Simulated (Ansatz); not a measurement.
An Ansatz run on a 2-atom cell of GaP started from a crystallographic database left the output below. The geometry is the r2SCAN minimum.

Structure:
```xyz
2
Lattice="0.0000 2.7254 2.7254 2.7254 0.0000 2.7254 2.7254 2.7254 0.0000" Properties=species:S:1:pos:R:3 pbc="T T T"
Ga    0.0000    0.0000    0.0000
P     1.3627    1.3627    1.3627
```

What the program printed (shortened):
```
Pseudopotential: Ga, paw, valence charge 13, recommended cutoff 420 eV (normal)
Pseudopotential: P, paw, valence charge 5, recommended cutoff 420 eV (normal)
Functional definition: PBE
Crystal: 2 atoms, lattice volume = 40.488 Å³
Basis set: ecut = 420 eV, 749 PW (Γ)
Bands: 13, of which v1, the nominal top of the filled ones, is band 9 counted from 1 (8 counted from 0)
Symmetry: 24 space group operations
Space group: F-43m (ITA 216)
k-points: 16 of 216 (time reversal used)
SCF converged after 7 iterations
Free energy (F): -4539.534290 eV
Fermi energy:    7.090046 eV
--- Per-component energies (eV) ---
  E_band       = -58.207920
  E_kinetic    = 186.367288
  E_local      = -2200.665448
  E_nonlocal   = 458.867792
  E_hartree    = 1017.665661
  E_xc         = -130.785999
  E_vxc        = -119.039909
  E_paw        = -2558.415696
  E_vpaw       = -419.064410
  E_ewald      = -1312.567783
--- G₀W₀: contour deformation, 6 samples at zero and on the imaginary axis and 2 off it, 216 q-points, 65 empty bands' worth ---
    ik  band        ε_KS         Σx   Σc(E_QP)       V_xc       Z   E_QP_lin       E_QP  E_QP is
     0     8      7.0900   -17.1439     1.4102   -15.3963  0.7670     6.7515     6.7526  root
     0     9      7.0900   -17.1439     1.4102   -15.3963  0.7670     6.7515     6.7526  root
     0    10      8.9155   -10.7836    -3.9037   -15.2484  0.7791     9.4802     9.4766  root
     0    11     10.9709    -7.4611    -4.1948   -12.0228  0.7734    11.3398    11.3378  root
     1     8      6.7189   -16.8270     1.4959   -14.9753  0.7655     6.3616     6.3630  root
     1     9      6.7189   -16.8270     1.4959   -14.9753  0.7655     6.3616     6.3630  root
     1    10      9.5018    -9.4846    -3.9445   -13.9025  0.7778     9.9779     9.9752  root
     1    11     11.5191    -7.5900    -4.3666   -12.3368  0.7662    11.9017    11.8993  root
     2     8      6.1828   -16.6307     1.7019   -14.5417  0.7618     5.7938     5.7956  root
     2     9      6.1828   -16.6307     1.7019   -14.5417  0.7618     5.7938     5.7956  root
     2    10      8.9869    -9.2682    -3.7906   -13.4702  0.7825     9.4001     9.3982  root
     2    11     11.8957    -7.2176    -4.4934   -12.0515  0.7628    12.2385    12.2362  root
     3     8      5.9711   -16.5930     1.7924   -14.4017  0.7601     5.5702     5.5722  root
     3     9      5.9711   -16.5930     1.7924   -14.4017  0.7601     5.5702     5.5722  root
     3    10      8.7605    -9.3794    -3.7236   -13.5002  0.7836     9.1594     9.1577  root
     3    11     11.8003    -7.0111    -4.4497   -11.7676  0.7661    12.1088    12.1070  root
     4     8      6.0880   -16.3871     1.6703   -14.3208  0.7617     5.6900     5.6920  root
     4     9      6.0880   -16.3871     1.6703   -14.3208  0.7617     5.6900     5.6920  root
     4    10      9.8621    -7.9605    -3.9467   -12.2559  0.7791    10.2123    10.2107  root
     4    11     10.8894    -9.2869    -4.1973   -13.9015  0.7685    11.3095    11.3067  root
     6     8      4.5246   -16.0500     2.1513   -13.4552  0.7461     4.0777     4.0811  root
     6     9      5.4647   -16.3109     1.9469   -13.9340  0.7558     5.0319     5.0347  root
     6    10      9.8251    -8.5902    -3.9252   -12.8516  0.7787    10.1628    10.1614  root
     6    11     11.7650    -7.4895    -4.4893   -12.3080  0.7614    12.0965    12.0942  root
     9     8      4.8649   -16.0912     2.1700   -13.4586  0.7491     4.3986     4.4023  root
     9     9      4.8649   -16.0912     2.1700   -13.4586  0.7491     4.3986     4.4023  root
     9    10      8.8462    -7.5165    -3.6529   -11.3538  0.7887     9.0310     9.0306  root
     9    11     10.0024    -7.3075    -4.0279   -11.5376  0.7815    10.2052    10.2046  root
    10     8      3.7796   -15.5794     2.5167   -12.5585  0.7334     3.2693     3.2755  root
    10     9      4.7105   -16.0790     2.2388   -13.3719  0.7468     4.2385     4.2422  root
    10    10      9.1456    -7.4456    -3.7528   -11.3651  0.7875     9.3125     9.3122  root
    10    11     10.6271    -7.6549    -4.1712   -12.0927  0.7731    10.8947    10.8937  root
    12     8      4.4055   -16.0055     2.3618   -13.1646  0.7427     3.9219     3.9263  root
    12     9      4.4055   -16.0055     2.3618   -13.1646  0.7427     3.9219     3.9263  root
    12    10      8.7414    -6.9006    -3.6457   -10.5876  0.7930     8.7826     8.7826  root
    12    11      8.9106    -7.9317    -3.7242   -11.8947  0.7856     9.1500     9.1494  root
```

The points are ik 0 = (0, 0, 0) (Γ), ik 1 = (0, 0, 1/6), ik 2 = (0, 0, 1/3), ik 3 = (0, 0, -1/2), ik 4 = (0, 1/6, 1/6), ik 6 = (0, 1/6, -1/2), ik 9 = (0, 1/3, 1/3), ik 10 = (0, 1/3, -1/2), ik 12 = (0, -1/2, -1/2); band 9 is the last filled one.

**Question.** Which of these blocks stood in the input: relax, gw, phonons, dielectric, magnetization (spin_orbit)?

**Answer.** gw. The quasiparticle table needs the gw block.

**Question.** Which k mesh was typed?

**Answer.** 6×6×6, Γ-centred.

**Question.** How were the bands filled?

**Answer.** Fixed occupations.

Command: `ansatz run input.yaml --threads 2 --pin off --max-ram 3686MiB --backend cpu --events-out ev --progress --plain --runs-dir out`. Wall time 21 s on 2 threads of Arm Neoverse V2, with other jobs on the host; peak host memory 0.3 GiB.

No spin polarisation and no zero-point or thermal motion.
